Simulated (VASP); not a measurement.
Hg: single point with PBE

Crystal: Hg.

```
Hg
1.0
    -1.79136    1.79136    1.79136
     1.79136   -1.79136    1.79136
     1.79136    1.79136   -1.79136
Hg
1
Direct
  0.00000 0.00000 0.00000
```

The cell was built by a generator and needn't be a form met in nature.

```
Program             : VASP 6.6.1
Task                : single point
Functional          : PBE
Potentials or basis : VASP PAW PBE potentials, release 64 (Hg)
Cutoff              : 520 eV
k mesh              : 8 × 8 × 8
Occupations         : gaussian, width 0.05 eV
Spin                : no spin polarisation
```

| Item | Value |
| --- | --- |
| Pressure | 7.6 GPa |
| Band gap on the k mesh | none (metal or under the smearing width) |

Levels at points of the mesh, in eV from the Fermi level:
```
           k point  band 2  band 3  band 4  band 5  band 6  band 7  band 8  band 9  band 10  band 11
(0.00, 0.00, 0.00)   -6.96   -6.96   -6.96   -6.01   -6.01   15.52   15.52   15.52    16.93    16.93
(0.50, 0.00, 0.00)   -7.44   -6.09   -5.96   -5.32   -1.23   -0.91    9.92   10.51    15.33    16.12
(0.50, 0.50, 0.50)   -7.73   -5.49   -5.49   -5.49    3.73    4.13    4.13    4.13    10.62    10.62
```

It took 3.1 s on 1 thread of Intel(R) Xeon(R) 6975P-C (Granite Rapids), on a shared host, peak memory 0.14 GiB.

The run has no spin-orbit coupling, so splittings on Hg are missing.
